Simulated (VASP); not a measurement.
Input of a VASP 6.6.1 run:

The input INCAR:

```
SYSTEM = MoS2
PREC     = Accurate       ! precision mode
ENCUT    = 600            ! plane-wave cutoff, eV
EDIFF    = 1E-7           ! SCF threshold, eV
ISMEAR   = 0              ! smearing method
SIGMA    = 0.03           ! smearing width, eV
LREAL    = .False.        ! projectors in reciprocal space
LASPH    = .True.         ! aspherical terms in the spheres
NELM     = 80             ! most SCF steps
ALGO     = Normal         ! electronic algorithm
ISIF     = 3              ! what is computed and relaxed
LWAVE    = .False.        ! write WAVECAR
LCHARG   = .False.        ! write CHGCAR
GGA      = PE             ! functional
IBRION   = 2              ! ionic algorithm
NSW      = 90             ! ionic steps
EDIFFG   = -0.005         ! ionic threshold
LATTICE_CONSTRAINTS= .TRUE. .TRUE. .FALSE.
KPAR     = 2
```

The input KPOINTS:

```
regular mesh
0
Gamma
  12 12 1
  0 0 0
```

Contents of POSCAR:

```
MoS2                                    
1.0
    3.1833001988      0.0000000000      0.0000000000
   -1.5916500994      2.7568188354      0.0000000000
    0.0000000000      0.0000000000     21.1302960000
  S               Mo            
     2     1
Direct
     0.3333333300000021    0.6666666699999979    0.4260626290505369
     0.3333333300000021    0.6666666699999979    0.5739373709494632
     0.6666666699999979    0.3333333300000021    0.5000000000000000
```

Potentials or basis: VASP PAW PBE potentials, release 64 (S, Mo_sv).

The run is started by

```bash
$ cat potpaw_PBE.64/S/POTCAR potpaw_PBE.64/Mo_sv/POTCAR > POTCAR
$ mpirun -np 2 vasp_std > vasp.out
```

Question: Predict the space group after relaxing (to 0.05 Å).

Answer: P-6m2 (No. 187).

Question: Predict the relaxed cell.

Answer: a = 3.184 Å, b = 3.184 Å, c = 21.130 Å, α = 90.00°, β = 90.00°, γ = 120.00°.

Question: Estimate the relaxed volume.

Answer: 61.83 Å³/atom.

Question: What does it give for the band gap on the k mesh?

Answer: 1.67 eV, indirect (least direct gap 1.68 eV).

Final structure:
```
S Mo
1.0
     3.18371    0.00000    0.00000
    -1.59186    2.75718    0.00000
     0.00000    0.00000   21.13030
S Mo
2 1
Direct
  0.33333 0.66667 0.42606
  0.33333 0.66667 0.57394
  0.66667 0.33333 0.50000
```
